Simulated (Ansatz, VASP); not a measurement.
**CdS in VASP and in Ansatz**

```
CELL_PARAMETERS angstrom
0.00000 2.93921 2.93921
2.93921 0.00000 2.93921
2.93921 2.93921 0.00000
ATOMIC_POSITIONS crystal
Cd 0.00000 0.00000 0.00000
S 0.25000 0.25000 0.25000
```

Alike in both runs: task single point; functional PBE; k mesh 6 × 6 × 6; occupations gaussian, width 0.5 eV; no spin polarisation.

|  | VASP | Ansatz |
| --- | --- | --- |
| version | VASP 6.6.1 | Ansatz 0.2.0 |
| potentials or method | VASP PAW PBE potentials, release 64 (Cd, S) | plane waves |
| plane-wave cutoff (eV) | 520 | 420 |
| valence electrons in the cell | 18 | 26 |

VASP gave:

* pressure (GPa): 1.7

Task: What did Ansatz give for the same quantities?

Result: Pressure (GPa): 1.4.

With one functional, cell and mesh, what is left measures potentials, basis and numerics. The two sets of potentials don't hold the same shells in valence.
